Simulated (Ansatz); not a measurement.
**Predicting one run from its neighbours: the energy of slabs against their depth, a (100) slab of InN (cut from a parent of space group no. 186; 16 atoms in the cell)**

```yaml
crystal:
  lattice:
    - [3.52230, 0.00000, 0.00000]
    - [0.00000, 5.67150, 0.00000]
    - [0.00000, 0.00000, 24.16801]
  atoms:
    - { symbol: In, position: [0.25000, 0.00000, 0.28964] }
    - { symbol: In, position: [0.75000, 0.50000, 0.33171] }
    - { symbol: N, position: [0.25000, 0.37900, 0.28964] }
    - { symbol: N, position: [0.75000, 0.87900, 0.33171] }
    - { symbol: In, position: [0.75000, 0.00000, 0.41586] }
    - { symbol: In, position: [0.25000, 0.50000, 0.45793] }
    - { symbol: N, position: [0.75000, 0.37900, 0.41586] }
    - { symbol: N, position: [0.25000, 0.87900, 0.45793] }
    - { symbol: In, position: [0.25000, 0.00000, 0.54207] }
    - { symbol: In, position: [0.75000, 0.50000, 0.58414] }
    - { symbol: N, position: [0.25000, 0.37900, 0.54207] }
    - { symbol: N, position: [0.75000, 0.87900, 0.58414] }
    - { symbol: In, position: [0.75000, 0.00000, 0.66829] }
    - { symbol: In, position: [0.25000, 0.50000, 0.71036] }
    - { symbol: N, position: [0.75000, 0.37900, 0.66829] }
    - { symbol: N, position: [0.25000, 0.87900, 0.71036] }
```
(The smallest cell of the table.)

Level of theory: PBE (plane waves, PAW; Ansatz, a program for electronic structure).

Base settings: basis.ecutwfc = 420 eV; kpoints.mp_grid.grid = 5 3 1; hamiltonian.xc = pbe; hamiltonian.pseudopotentials = {kind: paw} (the program's default PAW files); scf.occupations.method = fermi_dirac; scf.occupations.width = 0.05 eV.

The starting cell has typed, rounded lattice constants, without a prior relaxation at this level. The slab is cut from that crystal, and its faces are unrelaxed. Its lattice was rescaled by up to half a per cent. Spin polarisation is off, though cut faces can carry moments. Forces in the cell shown exceed 1 eV/Å.

Deep slabs follow E = 2Aγ + N·e, so a straight line through E against N gives the surface energy without a separate bulk run; a round N·e is taken off to keep the numbers short. The area A is 19.977 Å².

```
atoms N  E − N·(-2990.693 eV) (eV)
-------  -------------------------
16                          1.9640
20                          1.5775
24                          1.1883
32                               ?
36                          0.0178
```

Problem. Fit the line to the 4 rows given and predict the withheld one.

Solution. Means: x̄ = 24.000, ȳ = 1.1869. Σ(x − x̄)(y − ȳ) = -21.81 and Σ(x − x̄)² = 224.0, so b = -0.09736 and a = ȳ − b·x̄ = 3.5235; γ = a/2A = 1.413 J/m² (unrelaxed) and e = -2990.7904 eV per atom. The largest residual of the fitted rows is 0.0017. At x = 32 the line gives 0.4080 eV. The run gave 0.4081 eV, a miss of 0.0001 eV. The table is a window of a longer ladder. The rows were chosen because the form fits them, the withheld one included, so this shows the method and is no test of the form.

Left out of this page: 2 runs of the series outside the window shown, repeating another row's setting, or not comparable.

Keys are those of Ansatz 0.2.
